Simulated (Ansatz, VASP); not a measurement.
**CuAu: VASP beside Ansatz**

```xyz
2
Lattice="2.8096 0.0000 0.0000 0.0000 2.8096 0.0000 0.0000 0.0000 3.4917" Properties=species:S:1:pos:R:3 pbc="T T T"
Cu    1.4048    1.4048    1.7459
Au    0.0000    0.0000    0.0000
```

Alike in both runs: functional LDA; k mesh 14 × 14 × 12; occupations gaussian, width 0.1 eV; no spin polarisation.

Ansatz relaxed the structure, and its values are those at the end. VASP's run is a single point on that final structure, the one shown.

|  | VASP | Ansatz |
| --- | --- | --- |
| version | VASP 6.6.1 | Ansatz 0.2.0 |
| potentials or method | VASP PAW LDA potentials, release 64 (Cu, Au) | scalar-relativistic, plane waves, PAW |
| plane-wave cutoff (eV) | 520 | 420 |
| valence electrons in the cell | 22 | 38 |

|  | VASP | Ansatz | Ansatz less VASP |
| --- | --- | --- | --- |
| gap on the k mesh at the Fermi level (eV) | none | none | - |
| pressure (GPa) | 0.4 | 0.0 | -0.44 |

A gap of «none» marks a metal or a gap that the smearing closes. The two sets of potentials don't hold the same shells in valence.

The runs have no spin-orbit coupling, so splittings on Au are missing.
